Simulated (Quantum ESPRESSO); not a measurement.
A run of Quantum ESPRESSO 7.5 is set up as follows.

File run.py:

```python
import numpy as np
from ase.calculators.espresso import Espresso, EspressoProfile
from ase.io import read

atoms = read('AlNi.xyz')
atoms.set_initial_magnetic_moments([1.0, 0.0])

input_data = {
    'control': {'calculation': 'scf', 'prefix': 'pwscf', 'outdir': './tmp', 'tprnfor': True, 'tstress': True, 'disk_io': 'nowf'},
    'system': {'ecutwfc': 45.0, 'ecutrho': 360.0, 'nbnd': 20, 'occupations': 'smearing', 'smearing': 'fd', 'degauss': 0.00367493, 'nspin': 2},
    'electrons': {'conv_thr': 4e-10, 'electron_maxstep': 120, 'mixing_beta': 0.3},
}
pseudopotentials = {'Al': 'al_pbesol_v1.uspp.F.UPF', 'Ni': 'ni_pbesol_v1.4.uspp.F.UPF'}
profile = EspressoProfile(command='mpirun -n 2 pw.x -nk 2', pseudo_dir='pseudo')
dft = Espresso(profile=profile, input_data=input_data, pseudopotentials=pseudopotentials, kpts=(10, 10, 9), koffset=(0, 0, 0))
atoms.calc = dft

print(f'energy {atoms.get_potential_energy():.8f} eV')
print('forces (eV/A)')
print(np.round(atoms.get_forces(), 6))
print('stress (eV/A^3, Voigt)')
print(np.round(atoms.get_stress(), 8))
print(f'Fermi level {dft.get_fermi_level():.4f} eV')
```

The input AlNi.xyz:

```xyz
2
Lattice="1.9386940000 -1.9531901500 0.0000000000 1.9386940000 1.9531901500 0.0000000000 0.0000000000 0.0000000000 3.0994300413" Properties=species:S:1:pos:R:3 pbc="T T T"
Ni     1.9386940000      0.0000000000      1.5497150207
Al     0.0000000000      0.0000000000      0.0000000000
```

Potentials or basis: GBRV 1.5 PBEsol.

Command:

```console
$ OMP_NUM_THREADS=1 python run.py
```

(1) Predict the pressure.

(2) Predict the absolute moment.

Answers

(1) 0.5 GPa.

(2) 0.00 μB per cell.
